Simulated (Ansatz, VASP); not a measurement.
One calculation of CO2, two programs

```
C O
1.0
    -1.93426    1.93426    2.94728
     1.93426   -1.93426    2.94728
     1.93426    1.93426   -2.94728
C O
2 4
Direct
  0.00000 0.00000 0.00000
  0.75000 0.25000 0.50000
  0.37500 0.29408 0.41908
  0.04408 0.62500 0.91908
  0.70592 0.12500 0.08092
  0.87500 0.95592 0.58092
```

Alike in both runs: functional LDA; k mesh 8 × 8 × 8; occupations gaussian, width 0.02 eV; no spin polarisation.

Ansatz relaxed the structure, and its values are those at the end. VASP's run is a single point on that final structure, the one shown.

|  | VASP | Ansatz |
| --- | --- | --- |
| version | VASP 6.6.1 | Ansatz 0.2.0 |
| potentials or method | VASP PAW LDA potentials, release 64 (C, O) | scalar-relativistic, plane waves, PAW |
| plane-wave cutoff (eV) | 520 | 420 |
| valence electrons in the cell | 32 | 32 |

|  | VASP | Ansatz | Ansatz less VASP |
| --- | --- | --- | --- |
| gap on the k mesh at the Fermi level (eV) | 7.52 | 7.60 | +0.084 |
| least direct gap on the mesh (eV) | 8.00 | 8.06 | +0.052 |
| pressure (GPa) | 2.5 | 0.0 | -2.50 |
| rms of the force components (eV/Å) | 0.067 | 0.001 | -0.0665 |

A k mesh can miss the band edges.
